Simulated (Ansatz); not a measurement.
## Work and stress of cleavage in ZnS

Level of theory: DFT PBE, scalar-relativistic, plane waves, PAW (Ansatz 0.2.0). Cutoff 420 eV, Γ-centred 8×8×2 k-points, Gaussian smearing of 0.05 eV. No spin polarisation. Energies are free energies at this smearing, counted from the undisturbed cell; pressure is positive in compression.

Reference structure (relaxed at this level):

```yaml
crystal:
  lattice:
    - [-3.84672, 0.00000, 0.00000]
    - [-1.92336, -3.33136, 0.00000]
    - [0.00000, 0.00000, 12.59023]
  atoms:
    - { symbol: Zn, position: [0.00000, 0.00000, 0.65625] }
    - { symbol: Zn, position: [0.00000, 0.00000, 0.15625] }
    - { symbol: Zn, position: [0.33333, 0.33333, 0.90622] }
    - { symbol: Zn, position: [0.66667, 0.66667, 0.40622] }
    - { symbol: S, position: [0.00000, 0.00000, 0.84349] }
    - { symbol: S, position: [0.00000, 0.00000, 0.34349] }
    - { symbol: S, position: [0.33333, 0.33333, 0.09384] }
    - { symbol: S, position: [0.66667, 0.66667, 0.59384] }
```

The cut lies on the cell's a–b face, a (0 0 1) plane (indices in the standard cell, whose axes needn't be the Cartesian ones shown) of area 12.81 Å², between layers 2.36 Å apart. Vector c is lengthened by d along the normal with the atoms' Cartesian places fixed: one unrelaxed cut a cell. The traction is positive where the two halves pull on each other.

```csv
d (Å),energy (J/m²),traction (GPa)
-0.30,0.52,-43.3
-0.15,0.10,-15.3
0.00,0.00,0.0
0.25,0.16,11.1
0.50,0.49,14.0
0.75,0.84,13.6
1.00,1.16,12.2
1.50,1.67,8.4
2.00,2.00,4.9
3.00,2.29,1.6
4.50,2.43,0.5
6.00,2.48,0.3
```

What are the work of separation and the cleavage stress, and do they fit the universal binding curve?

The energy levels off near W ≈ 2.48 J/m² (the traction is down to 0.3 GPa), the energy of the two unrelaxed faces, 1.24 J/m² each on average. The largest sampled traction is 14.0 GPa at d = 0.50 Å, and a parabola through it and its two neighbours peaks at σ_max ≈ 14.2 GPa, d ≈ 0.60 Å. The curve E = W[1 − (1 + d/ℓ)exp(−d/ℓ)] peaks in traction at d = ℓ with σ_max = W/(eℓ); with 1 J/m² per Å = 10 GPa this W and σ_max give ℓ = 0.64 Å. A parabola through that curve at the same three d peaks at 0.64 Å, against 0.60 Å here, a fair fit. The cut parts unlike faces (Zn and S); in an ionic crystal that makes them polar, and the energy then depends on the thickness of the slab. The opened faces are metallic here, and spin polarisation, left out, could lower W. Real crystals break at far lower stress, because cracks concentrate it, and on the plane of lowest W, which needn't be this one.

The cut is rigid; relaxing the faces lowers these energies and usually the stresses.

The gap closes along the scan, which can put kinks into the curve.